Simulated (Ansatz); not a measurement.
Relaxing Mn

Method: DFT r2SCAN, scalar-relativistic, plane waves, PAW (Ansatz 0.2.0). Cutoff 500 eV, Γ-centred k mesh, Gaussian smearing, collinear spin, first started from parallel moments.

Mn was placed on the indium (bct) structure type (I4/mmm, No. 139), at a guessed volume.

```yaml
crystal:
  lattice:
    - [-1.30582, 1.30582, 1.98662]
    - [1.30582, -1.30582, 1.98662]
    - [1.30582, 1.30582, -1.98662]
  atoms:
    - { symbol: Mn, position: [0.00000, 0.00000, 0.00000] }
```

Cell and atoms relax at zero pressure; the relaxation can't lower the symmetry of the start. After a coarse first stage the cell is made exact in the group found at 0.06 Å.

Energies count from the standard state of Mn at the same level.

Task: Describe the relaxed structure.

Result: It ends in Fm-3m (No. 225). The result has the fcc structure. Conventional cell: a = 3.953 Å. Mn is coordinated by 12 Mn at 2.80 Å.

```cif
data_structure
_symmetry_space_group_name_H-M 'Fm-3m'
_symmetry_Int_Tables_number 225
_cell_length_a 3.9533
_cell_length_b 3.9533
_cell_length_c 3.9533
_cell_angle_alpha 90.000
_cell_angle_beta 90.000
_cell_angle_gamma 90.000
_cell_volume 61.78
loop_
_atom_site_label
_atom_site_type_symbol
_atom_site_symmetry_multiplicity
_atom_site_Wyckoff_symbol
_atom_site_fract_x
_atom_site_fract_y
_atom_site_fract_z
_atom_site_occupancy
Mn1 Mn 4 a 0.00000 0.00000 0.00000 1
```

Task: What are its volume, energy, gap and moment?

Result: The volume per atom is 15.45 Å³. The density is 5.91 g/cm³ and the energy over the standard structure is 0.15 eV/atom. The gap on the 24×24×24 mesh is 0 eV (a metal) and the net moment per atom is 3.82 μB. The largest site moment is 3.80 μB.

The final run used a 24×24×24 mesh on its 1-atom cell and 0.10 eV smearing. For metals, differences of a few meV/atom aren't resolved. The magnetic state reached may not be the lowest. A structure relaxed within its symmetry needn't be a true minimum.